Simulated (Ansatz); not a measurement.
# S on a Mo site in MoS2

All numbers below come from Ansatz 0.2.0, DFT PBE+D3(BJ), scalar-relativistic, plane waves, PAW. (420 eV cutoff, 3×3×2 k-mesh, shifted by half a step, Gaussian smearing of 0.01 eV, collinear spin in charge +1, -1 alone)

Host crystal, relaxed:

```yaml
crystal:
  lattice:
    - [3.14928, 0.00000, 0.00000]
    - [-1.57464, 2.72735, 0.00000]
    - [0.00000, 0.00000, 12.09283]
  atoms:
    - { symbol: Mo, position: [0.66667, 0.33333, 0.25000] }
    - { symbol: Mo, position: [0.33333, 0.66667, 0.75000] }
    - { symbol: S, position: [0.33333, 0.66667, 0.37949] }
    - { symbol: S, position: [0.66667, 0.33333, 0.87949] }
    - { symbol: S, position: [0.33333, 0.66667, 0.12051] }
    - { symbol: S, position: [0.66667, 0.33333, 0.62051] }
```

Supercell of 24 atoms, rows in host cell vectors: 0 -2 0; -2 0 0; 0 0 -1. Atoms relax at the host's cell, keeping the symmetry that the supercell leaves at the site. The cell is small, so energies carry finite-size errors of tenths of an eV. The host's Kohn–Sham gap is 0.77 eV. Atoms are taken from and returned to the elements' standard states. Charged cells are corrected for image charges with the computed static dielectric tensor (mean 12.9) and aligned with the host's potential at far atoms (alignment terms reach 0.54 eV; the program doubts the alignment in some charges, where it is up to 0.54 eV). No band-filling term is added, and the Fermi level counts from the host's valence band top.

Defect: S on a Mo site at (0.667, 0.333, 0.250) of the host cell.

(1) What is the formation energy of the neutral defect?

(2) Does the neutral defect carry a moment, and how do its surroundings relax?

(3) Charges +1, 0, -1 were computed. Which is stable where in the gap?

## Answers

(1) 6.71 eV.

(2) The neutral run had no spin polarisation, so a moment wasn't tested. The nearest neighbours before are 6 S at 2.40 Å; after relaxation the atoms near the site are 6 S at 2.35 Å; the largest move is 0.05 Å.

(3) Among the charges computed the stable one is 0 at the valence band top, changing to -1 at 0.27 eV. In charge +1 the extra carrier would gain by moving to a band edge of the host, so it isn't bound in the gap. In charge +1, -1 the cell has partly filled bands: a level of the defect may be part filled, the carrier may sit in the host's bands, or levels may cross between the k points, so transitions that involve it are doubtful. Without the alignment that the program doubts, the level (0/-1) would lie at -0.14 eV, outside the gap, so these runs don't decide whether the defect changes charge there. Levels between neighbouring charges: (+1/0) -0.39 eV, (0/-1) 0.27 eV.